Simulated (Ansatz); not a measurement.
Computed with Ansatz, DFT PBE, scalar-relativistic, plane waves, PAW. Settings: cutoff 420 eV, Γ-centred meshes spaced at most about 0.3 Å⁻¹, and about 0.25 Å⁻¹ or finer for metals (2π included), Gaussian smearing. No spin polarisation.

All energies are static (0 K, no zero-point motion).

Question: Which of these relaxed structures of In3Sb2As is the lowest in energy?
A.

```
CELL_PARAMETERS angstrom
4.54776 0.00000 0.00000
1.49929 5.92850 0.00000
0.96691 2.83499 7.74497
ATOMIC_POSITIONS crystal
In 0.68033 0.69365 0.99337
In 0.94326 0.46514 0.75106
In 0.20917 0.07120 0.30265
Sb 0.09118 0.98572 0.99742
Sb 0.45158 0.57669 0.52491
As 0.62448 0.33260 0.30559
```

B.

```
CELL_PARAMETERS angstrom
4.55862 0.00000 0.00000
2.26275 6.09170 0.00000
0.49658 2.88064 6.69421
ATOMIC_POSITIONS crystal
In 0.33245 0.84354 0.85268
In 0.94597 0.23929 0.03692
In 0.08202 0.76376 0.40081
Sb 0.69878 0.56197 0.25848
Sb 0.72579 0.11869 0.60990
As 0.36889 0.42819 0.79513
```

Answer: A. The other, B, lies 55 meV/atom higher. Forms: A P1; B P1. Counting In or Sb atoms around As (for each partner element, those within 1.25 times its shortest distance or 1.15 times the sum of covalent radii, where it is the nearest in units of that sum or under 1.3): A has As 4; B has As 5. B holds Sb–Sb pairs (shortest 2.98 Å); in A the shortest Sb–Sb distance is 4.46 Å. Both come from invented guesses.

These runs have no spin–orbit coupling, which can matter for Sb. Cells relaxed within their symmetry can be saddle points. Some candidate types were left out of the draw beforehand, so a known form may be missing.
